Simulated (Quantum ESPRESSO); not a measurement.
The system is SnO.

```
Sn O
1.0
     3.81370    0.00000    0.00000
     0.00000    3.81370    0.00000
     0.00000    0.00000    4.88691
Sn O
2 2
Direct
  0.50000 0.00000 0.76463
  0.00000 0.50000 0.23537
  0.00000 0.00000 0.00000
  0.50000 0.50000 0.00000
```

The cell is a database's computed one.

Base run:

```yaml
Program: Quantum ESPRESSO 7.5
Functional: BLYP
Potentials_or_basis: PseudoDojo 0.4.1 SR PBE standard
Cutoff: 1143 eV
Density_cutoff: 4572 eV
k_mesh: 6 × 6 × 4, shifted
Occupations: fermi-dirac, width 0.05 eV
Spin: no spin polarisation
```

Its results: pressure 8.9 GPa; largest force 0.657 eV/Å; electronic dielectric tensor (diagonal) 7.47, 7.47, 6.60.

Problem. After a change of settings the same cell gave: pressure -3.1 GPa; largest force 0.193 eV/Å; electronic dielectric tensor (diagonal) 8.01, 8.01, 7.07. Which change was it?
A. functional from BLYP to LDA; potentials or basis from PseudoDojo 0.4.1 SR PBE standard to PseudoDojo 0.4.1 SR LDA standard
B. functional from BLYP to PBE
C. functional from BLYP to PBEsol; potentials or basis from PseudoDojo 0.4.1 SR PBE standard to PseudoDojo 0.4.1 SR PBEsol standard
D. functional from BLYP to WC

Solution. A.

Caveats: the cell is more than 3 GPa from zero pressure, which shifts response properties; the potentials were made for another functional, which shifts forces and pressure (some runs).
